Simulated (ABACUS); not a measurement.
Wanted: the native input for an ABACUS 3.10.1 run.

- Task: single point
- Functional: PBEsol
- Potentials or basis: PseudoDojo NC SR 0.4.1 PBE standard
- Cutoff: 1361 eV
- Density cutoff: 5442 eV
- Basis: DZP LCAO (the cutoffs set its grid)
- k mesh: 10 × 10 × 10
- Occupations: fermi-dirac, width 0.05 eV
- Spin: no spin polarisation
- Orbital files: Au Au_confined-atom_7au_3s2p2d1f.orb
- Radial cutoff of the potentials (pseudo_rcut): 10 bohr
- SCF threshold on the density: 1e-07
- Max SCF steps: 100
- Eigensolver: genelpa
- Mixing: broyden
- Mixing share: 0.7
- Symmetry key: 1
- Bands: 20

Crystal: Au.

```
Au
1.0
     0.00000    2.03500    2.03500
     2.03500    0.00000    2.03500
     2.03500    2.03500    0.00000
Au
1
Cartesian
  0.0000 0.0000 0.0000
```

One way to write it, as run:

INPUT

```
INPUT_PARAMETERS
suffix              Au
calculation         scf
basis_type          lcao
pseudo_dir          ./
orbital_dir         ./
symmetry            1
dft_functional      pbesol
ecutwfc             100
pseudo_rcut         10
nspin               1
nbands              20
ks_solver           genelpa
smearing_method     fd
smearing_sigma      0.00367493
scf_thr             1e-07
scf_nmax            100
mixing_type         broyden
mixing_beta         0.7
cal_force           1
cal_stress          1
out_mul             1
out_chg             1
```

STRU

```
ATOMIC_SPECIES
Au 196.9666 Au.upf

NUMERICAL_ORBITAL
Au_confined-atom_7au_3s2p2d1f.orb

LATTICE_CONSTANT
1.8897261246

LATTICE_VECTORS
0.0000000000 2.0350000000 2.0350000000
2.0350000000 0.0000000000 2.0350000000
2.0350000000 2.0350000000 0.0000000000

ATOMIC_POSITIONS
Direct

Au
0.0
1
0.0000000000 0.0000000000 0.0000000000 1 1 1
```

KPT

```
K_POINTS
0
Gamma
10 10 10 0 0 0
```

Potentials or basis: PseudoDojo NC SR 0.4.1 PBE standard, DZP LCAO (the cutoffs set its grid).

Run with:

```console
$ OMP_NUM_THREADS=1 mpirun -np 4 abacus > log
```

Results of the run:

The pressure is 3.1 GPa. The band gap on the k mesh is none (metal or under the smearing width).

Caveat: the atomic orbitals were generated for these runs and aren't a published set; the potentials were made for another functional, which shifts forces and pressure; the basis of atomic orbitals isn't converged, which shifts pressures, moduli and gaps.

It took 6.4 s on 4 MPI ranks on Intel(R) Xeon(R) Platinum 8175M CPU @ 2.50GHz (Skylake/Cascade Lake) (shared host), peak memory 0.36 GiB a rank.
